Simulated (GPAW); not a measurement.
TiCo:

```xyz
2
Lattice="2.9861 0.0000 0.0000 0.0000 2.9861 0.0000 0.0000 0.0000 2.9861" Properties=species:S:1:pos:R:3 pbc="T T T"
Co    1.4931    1.4931    1.4931
Ti    0.0000    0.0000    0.0000
```

The cell comes from a database or a generator and needn't be the stable form of this composition.

```yaml
Program: GPAW 26.7.0
Task: relaxation of cell and atoms
Functional: PBEsol
Dispersion: D3(BJ)
Potentials_or_basis: PAW data sets generated in the run's folder for this functional
Cutoff: 600 eV
Basis: pw
k_mesh: 9 × 9 × 9
Occupations: fermi-dirac, width 0.05 eV
Spin: collinear spin, ferromagnetic start
Starting_moments: "[2.0, 1.0] μB"
```

At the start: pressure -14.7 GPa; volume 13.31 Å³/atom.

Q: How do energy, volume and symmetry change on relaxing?

A: Over 4 steps the energy falls by 46.7 meV/atom and the volume is 12.23 Å³/atom (-8.2 %); space group Pm-3m (No. 221, to 0.05 Å); moment 0.54 μB per cell.

Step by step:
| step | energy change (eV) | largest force (eV/Å) | pressure (GPa) | volume (Å³) |
| --- | --- | --- | --- | --- |
| 1 | 0.0000 | 0.0000 | -14.73 | 26.63 |
| 2 | -0.0506 | 0.0000 | -10.86 | 25.94 |
| 3 | -0.0912 | 0.0000 | 1.57 | 24.26 |
| 4 | -0.0935 | 0.0000 | -0.12 | 24.45 |

Final structure:
```
Co Ti
1.0
     2.90256    0.00000    0.00000
     0.00000    2.90256    0.00000
     0.00000    0.00000    2.90256
Co Ti
1 1
Direct
  0.50000 0.50000 0.50000
  0.00000 0.00000 0.00000
```

Caveat: each step starts from the last one's moments, so a moment once lost doesn't come back; later steps reuse the first step's grids; pairwise dispersion overbinds metals, which lowers pressure and volume.
